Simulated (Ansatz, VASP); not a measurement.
# BP: VASP beside Ansatz

```
CELL_PARAMETERS angstrom
0.00000 2.26900 2.26900
2.26900 0.00000 2.26900
2.26900 2.26900 0.00000
ATOMIC_POSITIONS crystal
P 0.75000 0.75000 0.75000
B 0.00000 0.00000 0.00000
```

Alike in both runs: task single point; functional PBE; k mesh 10 × 10 × 10; occupations gaussian, width 0.024 eV; no spin polarisation.

```csv
,VASP,Ansatz
version,VASP 6.6.1,Ansatz 0.2.0
potentials or method,"VASP PAW PBE potentials, release 64 (P, B)",Ansatz PAW
plane-wave cutoff (eV),520,420
valence electrons in the cell,8,8
```

Ansatz gave:

- gap on the k mesh at the Fermi level (eV): 1.24
- least direct gap on the mesh (eV): 3.40
- pressure (GPa): 1.1

Problem. Which values does VASP return?

Solution. gap on the k mesh at the Fermi level (eV): 1.24; least direct gap on the mesh (eV): 3.40; pressure (GPa): 0.9.

A k mesh can miss the band edges. A hybrid or GW would open this gap; PBE tends to underestimate it.
